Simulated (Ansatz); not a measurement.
Runs of Ansatz 0.2.0 on C. The cell holds a slab with vacuum, 8 atoms: a = 2.470 Å, b = 2.470 Å, c = 25.219 Å, α = 90.00°, β = 90.00°, γ = 120.00°. 

```csv
level,cutoff (eV),gap on the mesh (eV),largest force (eV/Å),work function (eV)
LDA,420,0.01,0.62,(b)
BLYP,420,0.01,0.67,(a)
revPBE,420,0.01,0.64,4.19
RPBE,420,0.01,0.65,4.18
PBE,420,0.01,0.63,(c)
PBEsol,420,0.01,0.60,4.38
r2SCAN,500,0.01,0.62,4.35
```

Alike in all rows: task projected density of states; potentials or basis Ansatz PAW; no spin polarisation; cell the (0 0 1) slab of C, cut from the database cell, not relaxed; k mesh 12 × 12 × 1; smearing fermi-dirac 0.05 eV.

Task: Estimate the missing entries.

Result: (a) 3.98; (b) 4.60; (c) 4.30.

Caveats: the PAW data sets come from PBE, with cores solved anew for the run's functional, which leaves a small shift of forces and pressure (some runs).

A k mesh can miss the band edges.
